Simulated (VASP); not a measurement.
# PtS2 (P-3m1) in VASP: further runs, part 3 of 3

VASP 6.6.1. Earlier steps stand in the parts before.

### Step 5. G0W0 quasiparticle levels, PBE

The input, POSCAR:

```
PtS2
1.0
    3.5432000000      0.0000000000      0.0000000000
   -1.7716000000      3.0685012107      0.0000000000
    0.0000000000      0.0000000000      5.0388000000
Pt S
1 2
Direct
    0.0000000000      0.0000000000      0.0000000000
    0.6666666667      0.3333333333      0.7730000000
    0.3333333333      0.6666666667      0.2270000000
```

The input, INCAR.step1:

```
SYSTEM = PtS2
PREC = Accurate
ENCUT = 450
EDIFF = 1E-8
ISMEAR = 0
SIGMA = 0.01
LREAL = .False.
LASPH = .True.
NELM = 80
ALGO = Fast
LWAVE = .True.
LCHARG = .False.
GGA = PE
```

The input, INCAR.step2:

```
SYSTEM = PtS2
PREC = Accurate
ENCUT = 450
EDIFF = 1E-8
ISMEAR = 0
SIGMA = 0.01
LREAL = .False.
LASPH = .True.
NELM = 1
ALGO = Exact
LWAVE = .True.
LCHARG = .False.
GGA = PE
NBANDS = 76
LOPTICS = .True.
ISTART = 1
```

The input, INCAR.step3:

```
SYSTEM = PtS2
PREC = Accurate
ENCUT = 450
EDIFF = 1E-8
ISMEAR = 0
SIGMA = 0.01
LREAL = .False.
LASPH = .True.
ALGO = EVGW0
LWAVE = .False.
LCHARG = .False.
GGA = PE
NELMGW = 1
NBANDS = 76
ENCUTGW = 75
NOMEGA = 48
PRECFOCK = Fast
ISTART = 1
NBANDSGW = 19
```

The input, KPOINTS:

```
regular mesh
0
Gamma
  3 3 2
  0 0 0
```

Potentials or basis: VASP PAW PBE potentials, release 64 (Pt_GW, S_GW).

On the command line:

```bash
$ cat potpaw_PBE.64/Pt_GW/POTCAR potpaw_PBE.64/S_GW/POTCAR > POTCAR
$ cp INCAR.step1 INCAR
$ mpirun -np 1 vasp_std > vasp.out
$ cp INCAR.step2 INCAR
$ mpirun -np 1 vasp_std > vasp.out
$ cp INCAR.step3 INCAR
$ mpirun -np 1 vasp_std > vasp.out
```

OUTCAR:

```text
SYSTEM = PtS2
   PREC = Accurate
   ENCUT = 450
   EDIFF = 1E-8
   ISMEAR = 0
   LREAL = .False.
   LASPH = .True.
   GGA = PE
   NELMGW = 1
   ENCUTGW = 75
   PRECFOCK = Fast
   ISTART = 1

 Found      6 irreducible k-points:

 Following reciprocal coordinates:
            Coordinates               Weight
  0.000000  0.000000  0.000000      1.000000
  0.333333 -0.000000  0.000000      6.000000
  0.333333  0.333333  0.000000      2.000000
  0.000000  0.000000  0.500000      1.000000
  0.333333 -0.000000  0.500000      6.000000
  0.333333  0.333333  0.500000      2.000000
   k-points           NKPTS =      6   k-points in BZ     NKDIM =     18   number of bands    NBANDS=     76
   number of dos      NEDOS =    301   number of ions     NIONS =      3
   total plane-waves  NPLWV =  28224
   dimension x,y,z NGX =    28 NGY =   28 NGZ =   36
   dimension x,y,z NGXF=    56 NGYF=   56 NGZF=   72
   ions per type =               1   2
   NGX,Y,Z   is equivalent  to a cutoff of  13.14, 13.14, 11.88 a.u.
   NGXF,Y,Z  is equivalent  to a cutoff of  26.28, 26.28, 23.76 a.u.
 SYSTEM =  PtS2
   PREC   = accura    normal or accurate (medium, high low for compatibility)
   ISTART =      1    job   : 0-new  1-cont  2-samecut
[... 30 lines left out ...]
  Thomas-Fermi vector in A             =   2.343439
   LORBIT       =      0    0 simple, 1 ext, 2 COOP (PROOUT), +10 PAW based schemes
   GGA     = PE    functional components
   LHFCALC =     T    Hartree Fock is set to
   PRECFOCK=fast      Normal, Fast or Accurate (Low or Medium for compatibility)
   ENCUT4O =  -1.0   cutoff for four orbital integrals eV
   NKREDX  =     1    reduce k-point grid by
   NKREDY  =     1    reduce k-point grid by
   NKREDZ  =     1    reduce k-point grid by
   AEXX    =    1.0000 exact exchange contribution
   HFSCREEN=    0.0000 screening length (either q_TF or 0.3 A-1)
   HFSCREENC=   0.0000 screening length for correlation (either q_TF or 0.3 A-1)
   ENCUTFOCK=  -1.0 apply spherical cutoff to Coloumb kernel
   IVDW    =     0    specifies the selected vdW correction
   LEPSILON=     F    determine dielectric tensor
   LRPA    =     F    only Hartree local field effects (RPA)
   LRPAFORCE           =     F    calculate RPA forces
   ENCUTGW             =  75.0    cutoff for response function in eV
   ENCUTGWSOFT         =  60.0    soft cutoff for Coulomb kernel in GW response function in eV
   ENCUTLF             =  -1.0    cutoff for local field effects
   NELMGW              =     1    number of iterations in solving QP/BSE equation
   NELMHF              =     1    number of iterations in the inner HF iteration
   NKREDLFX            =     1    NKREDLFY  =   1   NKREDLFZ  =   1
 non-spin polarized calculation
 Gauss-broadening in eV      SIGMA  =   0.01
  energy-cutoff  :      450.00
  volume of cell :       54.78
 maximum number of plane-waves:      1206
 NGX is ok and might be reduce to    28
  NGX = 14; NGY = 14; NGZ = 20
   NGX = 13   NGY = 13   NGZ = 17
 maximum number of plane-waves:        97
 NGX is ok and might be reduce to    10

 QP shifts <psi_nk| G(iteration)W_0 |psi_nk>: iteration 1
 for sc-GW calculations column KS-energies equals QP-energies in previous step
 and V_xc(KS)=  KS-energies - (<T + V_ion + V_H > + <T+V_H+V_ion>^1  + <V_x>^1)

 k-point   1 :       0.0000    0.0000    0.0000
  band No.  KS-energies  QP-energies   sigma(KS)   V_xc(KS)     V^pw_x(r,r')   Z            occupation Imag(sigma)

      1      -8.8583      -8.7328     -12.9741     -13.1654     -21.5015       0.6561       2.0000       1.5456
      2      -5.6147      -5.6193     -14.0259     -14.0192     -21.2110       0.6851       2.0000       0.9966
      3      -0.3195      -0.5085     -13.4119     -13.1473     -18.0531       0.7142       2.0000       0.5690
      4      -0.3195      -0.5085     -13.4119     -13.1473     -18.0531       0.7142       2.0000       0.5690
      5      -0.2002      -0.5104     -12.4243     -11.9899     -17.6610       0.7142       2.0000       0.7617
      6       2.7435       2.4721     -13.3018     -12.9226     -18.0346       0.7156       2.0000       0.3678
[... 113 lines left out ...]
      5       0.2053       0.0095     -13.0537     -12.7885     -17.2707       0.7385       2.0000       0.5325
      6       2.3310       2.1986     -13.4461     -13.2654     -17.4451       0.7334       2.0000       0.4253
[... 11 lines left out ...]
     18      17.2992      17.8947     -10.3720     -11.1542      -5.1630       0.7612       0.0000      -0.3163
     19      17.2992      17.8947     -10.3720     -11.1542      -5.1630       0.7612       0.0000      -0.3163
```

OUTCAR.step1:

```text
SYSTEM = PtS2
   PREC = Accurate
   ENCUT = 450
   EDIFF = 1E-8
   ISMEAR = 0
   LREAL = .False.
   LASPH = .True.
   NELM = 80
[... 217 lines left out ...]
      0.00000      0.00000      0.00000        -0.000000      0.000000      0.000000
      1.77160      1.02283      3.89499         0.000000     -0.000000     -1.151646
     -0.00000      2.04567      1.14381        -0.000000      0.000000      1.151646
 -----------------------------------------------------------------------------------
    total drift:                                0.000000     -0.000000      0.000000

  FREE ENERGIE OF THE ION-ELECTRON SYSTEM (eV)
  ---------------------------------------------------
  free  energy   TOTEN  =       -15.3524392747 eV

  energy  without entropy=      -15.3524392747  energy(sigma->0) =      -15.35243927
```

Wall time 51 s (1 thread of Intel Xeon Platinum 8488C (Sapphire Rapids), shared host); peak memory 0.36 GiB.

These settings aren't checked as converged: the numbers below hold their error.

What came out:

```
Band gap on the k mesh, mean-field level : 1.18 eV, indirect (least direct gap 2.40 eV)
Quasiparticle gap                        : 1.70 eV
Least direct quasiparticle gap           : 3.06 eV
```

Caveat: the k mesh is coarse (spacing up to 0.68 Å⁻¹), so the values aren't converged; bands, screening cutoff and mesh are small and nothing is extrapolated, so the quasiparticle values aren't converged; spin-orbit coupling is left out, which moves the levels of the heavy elements; an odd mesh through Γ misses points on the zone boundary, where band edges often lie.

### Step 6. G0W0 quasiparticle levels, PBE

POSCAR is that of step 5.

Edit INCAR.step1 of step 5 so:

```diff
@@ -2,3 +2,3 @@
 PREC = Accurate
-ENCUT = 450
+ENCUT = 400
 EDIFF = 1E-8
```

Edit INCAR.step2 of step 5 so:

```diff
@@ -2,3 +2,3 @@
 PREC = Accurate
-ENCUT = 450
+ENCUT = 400
 EDIFF = 1E-8
```

Edit INCAR.step3 of step 5 so:

```diff
@@ -2,3 +2,3 @@
 PREC = Accurate
-ENCUT = 450
+ENCUT = 400
 EDIFF = 1E-8
@@ -14,3 +14,3 @@
 NBANDS = 76
-ENCUTGW = 75
+ENCUTGW = 150
 NOMEGA = 48
```

KPOINTS is that of step 5.

Potentials or basis: VASP PAW PBE potentials, release 64 (Pt_GW, S_GW).

On the command line:

```bash
$ cat potpaw_PBE.64/Pt_GW/POTCAR potpaw_PBE.64/S_GW/POTCAR > POTCAR
$ cp INCAR.step1 INCAR
$ mpirun -np 1 vasp_std > vasp.out
$ cp INCAR.step2 INCAR
$ mpirun -np 1 vasp_std > vasp.out
$ cp INCAR.step3 INCAR
$ mpirun -np 1 vasp_std > vasp.out
```

OUTCAR:

```text
SYSTEM = PtS2
   PREC = Accurate
   ENCUT = 400
   EDIFF = 1E-8
   ISMEAR = 0
   LREAL = .False.
   LASPH = .True.
   GGA = PE
   NELMGW = 1
   ENCUTGW = 150
   PRECFOCK = Fast
   ISTART = 1

 Found      6 irreducible k-points:

 Following reciprocal coordinates:
            Coordinates               Weight
  0.000000  0.000000  0.000000      1.000000
  0.333333 -0.000000  0.000000      6.000000
  0.333333  0.333333  0.000000      2.000000
  0.000000  0.000000  0.500000      1.000000
  0.333333 -0.000000  0.500000      6.000000
  0.333333  0.333333  0.500000      2.000000
[... 59 lines left out ...]
   ENCUTGWSOFT         = 120.0    soft cutoff for Coulomb kernel in GW response function in eV
   ENCUTLF             =  -1.0    cutoff for local field effects
   NELMGW              =     1    number of iterations in solving QP/BSE equation
   NELMHF              =     1    number of iterations in the inner HF iteration
   NKREDLFX            =     1    NKREDLFY  =   1   NKREDLFZ  =   1
 non-spin polarized calculation
 Gauss-broadening in eV      SIGMA  =   0.01
  energy-cutoff  :      400.00
  volume of cell :       54.78
 maximum number of plane-waves:      1006
 NGX is ok and might be reduce to    24
  NGX = 14; NGY = 14; NGZ = 20
   NGX = 11   NGY = 11   NGZ = 17
 maximum number of plane-waves:       250
 NGX is ok and might be reduce to    14

 QP shifts <psi_nk| G(iteration)W_0 |psi_nk>: iteration 1
 for sc-GW calculations column KS-energies equals QP-energies in previous step
 and V_xc(KS)=  KS-energies - (<T + V_ion + V_H > + <T+V_H+V_ion>^1  + <V_x>^1)

 k-point   1 :       0.0000    0.0000    0.0000
  band No.  KS-energies  QP-energies   sigma(KS)   V_xc(KS)     V^pw_x(r,r')   Z            occupation Imag(sigma)

      1      -8.8585      -8.8256     -13.1148     -13.1654     -21.5013       0.6497       2.0000       1.5325
      2      -5.6147      -5.7799     -14.2605     -14.0185     -21.2106       0.6827       2.0000       0.9808
      3      -0.3197      -0.4739     -13.3672     -13.1499     -18.0530       0.7095       2.0000       0.5235
      4      -0.3197      -0.4739     -13.3672     -13.1499     -18.0530       0.7095       2.0000       0.5235
      5      -0.2001      -0.5169     -12.4367     -11.9906     -17.6608       0.7102       2.0000       0.7483
      6       2.7434       2.5376     -13.2166     -12.9267     -18.0343       0.7099       2.0000       0.3058
[... 113 lines left out ...]
      5       0.2048      -0.0349     -13.1144     -12.7893     -17.2707       0.7374       2.0000       0.5170
      6       2.3311       2.2075     -13.4373     -13.2677     -17.4449       0.7286       2.0000       0.3915
[... 11 lines left out ...]
     18      17.3019      17.8672     -10.4079     -11.1516      -5.1621       0.7601       0.0000      -0.3174
     19      17.3019      17.8672     -10.4079     -11.1516      -5.1621       0.7601       0.0000      -0.3174
```

OUTCAR.step1:

```text
SYSTEM = PtS2
   PREC = Accurate
   ENCUT = 400
   EDIFF = 1E-8
   ISMEAR = 0
   LREAL = .False.
   LASPH = .True.
   NELM = 80
[... 217 lines left out ...]
      0.00000      0.00000      0.00000         0.000000      0.000000      0.000000
      1.77160      1.02283      3.89499         0.000000      0.000000     -1.151306
     -0.00000      2.04567      1.14381        -0.000000     -0.000000      1.151306
 -----------------------------------------------------------------------------------
    total drift:                                0.000000     -0.000000     -0.000000

  FREE ENERGIE OF THE ION-ELECTRON SYSTEM (eV)
  ---------------------------------------------------
  free  energy   TOTEN  =       -15.3524856901 eV

  energy  without entropy=      -15.3524856901  energy(sigma->0) =      -15.35248569
```

Wall time 47 s (1 thread of Intel Xeon Platinum 8488C (Sapphire Rapids), shared host); peak memory 0.32 GiB.

These settings aren't checked as converged: the numbers below hold their error.

What came out:

```yaml
Band_gap_on_the_k_mesh_mean-field_level: 1.18 eV, indirect (least direct gap 2.40 eV)
Quasiparticle_gap: 1.80 eV
Least_direct_quasiparticle_gap: 3.11 eV
```

Caveat: the k mesh is coarse (spacing up to 0.68 Å⁻¹), so the values aren't converged; bands, screening cutoff and mesh are small and nothing is extrapolated, so the quasiparticle values aren't converged; spin-orbit coupling is left out, which moves the levels of the heavy elements; an odd mesh through Γ misses points on the zone boundary, where band edges often lie.

### Step 7. For comparison

An earlier run on the cell as given: functional PBEsol; potentials or basis VASP PAW PBE potentials, release 64 (Pt, S); cutoff 520 eV; k mesh 9 × 9 × 5; occupations fermi-dirac, width 0.05 eV; no spin polarisation.

- Pressure: 6.1 GPa
- Largest force: 0.930 eV/Å
- Band gap on the k mesh: 0.96 eV, indirect (least direct gap 1.00 eV)
